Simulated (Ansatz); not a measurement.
**SnO2 (I4_1/amd): convergence test of the plane-wave cutoff from a Python script**

How high a cutoff does SnO2 (I4_1/amd) need? Wanted for SnO2 (I4_1/amd): a convergence test of the plane-wave cutoff.

Program: the Python package of Ansatz 0.2.0. Level of theory: DFT PBEsol, plane waves, PAW. These are calculated values, not measurements.

## 1. The system

It takes space group I4_1/amd (No. 141, tetragonal). Conventional cell: a = 4.000 Å, b = 4.000 Å, c = 10.247 Å, α = 90.00°, β = 90.00°, γ = 90.00°. Sn (site symmetry -4m2) is surrounded by 6 O at 2.06 to 2.09 Å. O (site symmetry 2mm) is surrounded by 3 Sn at 2.06 to 2.09 Å.

No structure file is read: the coordinates are typed or built in the script.

## 2. The script

sno2_ecut.py

```python
# -*- coding: utf-8 -*-
"""Convergence of SnO2 with the plane-wave cutoff."""

import warnings

import ansatz as az

FUNCTIONAL = "pbesol"
MESH = (6, 6, 6)
FILLING = "fermi_dirac"

warnings.simplefilter("ignore", az.DeckWarning)

structure = (
    az.Lattice.of((-2.000069, 2.000069, 5.123679), (2.000069, -2.000069, 5.123679), (2.000069, 2.000069, -5.123679))
    .atom("Sn", (0.75, 0.25, 0.5))
    .atom("Sn", (0.0, 0.0, 0.0))
    .atom("O", (0.796523, 0.796523, 0.0))
    .atom("O", (0.953477, 0.453477, 0.5))
    .atom("O", (0.203477, 0.203477, 0.0))
    .atom("O", (0.546523, 0.046523, 0.5))
)

base = (
    structure.calculation()
    .functional(FUNCTIONAL)
    .kpoints(*MESH, center="gamma")
    .occupations(FILLING)
)

rows = []
for value in [250, 350, 450, 550, 650, 750]:
    summary = base.basis(value).run(threads=1).report
    rows.append((value, summary["free_energy_ev"] / len(summary["lattice"]["sites"]), summary["n_iterations"], summary["n_pw"]))

print(" cutoff (eV)   F/atom (eV)    iterations   plane waves")
for row in rows:
    print(f"{str(row[0]):>12s}  {row[1]:12.5f}  {row[2]:12d}  {row[3]:12d}")

# the last row is the reference
for row in rows[:-1]:
    shift = 1000 * (row[1] - rows[-1][1])
    print(f"{row[0]}: {shift:+.2f} meV/atom" + ("  (within 1 meV)" if abs(shift) < 1 else ""))
```

## 3. The input behind the calls

The engine receives this input (first run):

```yaml
crystal:
  lattice:
    - [-2.000069, 2.000069, 5.123679]
    - [2.000069, -2.000069, 5.123679]
    - [2.000069, 2.000069, -5.123679]
  atoms:
    - { symbol: Sn, position: [0.75, 0.25, 0.5] }
    - { symbol: Sn, position: [0.0, 0.0, 0.0] }
    - { symbol: O, position: [0.796523, 0.796523, 0.0] }
    - { symbol: O, position: [0.953477, 0.453477, 0.5] }
    - { symbol: O, position: [0.203477, 0.203477, 0.0] }
    - { symbol: O, position: [0.546523, 0.046523, 0.5] }
basis:
  ecutwfc: 250.0
kpoints:
  mp_grid:
    grid: [6, 6, 6]
    shift: [0.0, 0.0, 0.0]
hamiltonian:
  xc: pbesol
scf:
  occupations:
    method: fermi_dirac
```

## 4. Launch

The run is started by

```bash
$ python sno2_ecut.py
```

The program printed:

```text
 cutoff (eV)   F/atom (eV)    iterations   plane waves
         250   -2355.71556             7           753
         350   -2357.04072             7          1211
         450   -2357.10788             6          1749
         550   -2357.10968             6          2387
         650   -2357.11005             6          3113
         750   -2357.11017             6          3775
250: +1394.61 meV/atom
350: +69.44 meV/atom
450: +2.29 meV/atom
550: +0.48 meV/atom  (within 1 meV)
650: +0.12 meV/atom  (within 1 meV)
```

It took 27 s on 1 thread of Intel Xeon Platinum 8259CL at 2.50GHz (Skylake/Cascade Lake), shared host; peak memory 0.53 GiB.

## 5. What changed from run to run

The engine's inputs for some of the other runs:

Run 2, against run 1:

```diff
@@ -14 +14 @@
-  ecutwfc: 250.0
+  ecutwfc: 350.0
```

Run 3, against run 1:

```diff
@@ -14 +14 @@
-  ecutwfc: 250.0
+  ecutwfc: 450.0
```

Run 5, against run 1:

```diff
@@ -14 +14 @@
-  ecutwfc: 250.0
+  ecutwfc: 650.0
```

## 6. What each run gave

One row for each of the 6 runs:

```tsv
run	cutoff (eV)	energy from run 6 (meV/atom)	SCF cycles	CPU time (s)
1	250	1394.61	7	1.6
2	350	69.44	7	2.4
3	450	2.29	6	3.5
4	550	0.48	6	4.5
5	650	0.12	6	6
6	750	0.00	6	6.9
```

Energies are free energies F = E - TS of the smeared occupations. 

## 7. What came out

| quantity | value |
| --- | --- |
| runs compared | 6 |
| last run but one, from the last | +0.12 meV/atom |
| within 5 meV/atom of the last run from | 450 |

In words: Runs 1, 2: each has a cutoff under the recommended one, so what rests on them isn't a property of the system. From 550 eV on it stays within 1 meV an atom of the value at 750 eV; the first row (250 eV) is off by 1394.6 meV and the last but one by 0.12 meV. The energy falls steadily, as expected when plane waves are added. This cell is a computed structure, which may not be the phase found in nature. Shifts are counted from the last row, which is itself no proven limit.
